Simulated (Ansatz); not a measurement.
# Effect of uniaxial stress, 0.5 GPa tension along z on Sb2Te3

Start from Sb2Te3 in the Bi2Te3 type structure (space group R-3m, No. 166; a = 4.276 Å, c = 29.825 Å (hexagonal axes)). Axes: x lies along a and z along c of the hexagonal cell.

Now apply this change: uniaxial stress, 0.5 GPa tension along z; all other stress components relax to zero.

All numbers come from PBE-D3(BJ) (Ansatz, a quantum-chemistry and plane-wave program, PAW, no spin-orbit coupling). k-mesh 9×9×9 (Γ-centred); smearing 0.05 eV (Fermi–Dirac).

```tsv
quantity	base	changed	shift
volume per atom	31.49 Å³	31.70 Å³	+0.21 Å³
space group	R-3m (No. 166)	R-3m (No. 166)	–
energy relative to the base (free energy F)	0 meV/atom	+0.7 meV/atom	+0.7 meV/atom
band gap (uncertain: the edges found look like a band crossing or inverted bands; the base alone)	0.09 eV	zero	–
strain response (xx, yy, zz) (rough)	–	(−0.38, −0.38, +1.43) %	–
```

Final structure:

```
Sb2Te3
1.0
    2.12997     1.22974    10.08391
   -2.12997     1.22974    10.08391
    0.00000    -2.45948    10.08391
Sb Te
2 3
Cartesian
  0.00000   0.00000  12.06139
  0.00000   0.00000  18.19033
  0.00000   0.00000   0.00000
  0.00000   0.00000   6.38207
  0.00000   0.00000  23.86965
```

Without a gap, meshes like the base's 9×9×9 leave anisotropic stresses uncertain by several tenths of a GPa, and small strain energies with them. With Sb and Te present, leaving out spin-orbit coupling can change the band edges. Stability under load was not tested beyond the relaxation. All final runs are without spin polarisation. Gaps under 0.05 eV, about the width of the smearing, are given as zero. A zero or small gap of Sb2Te3 can be the functional's error rather than a property of the material.
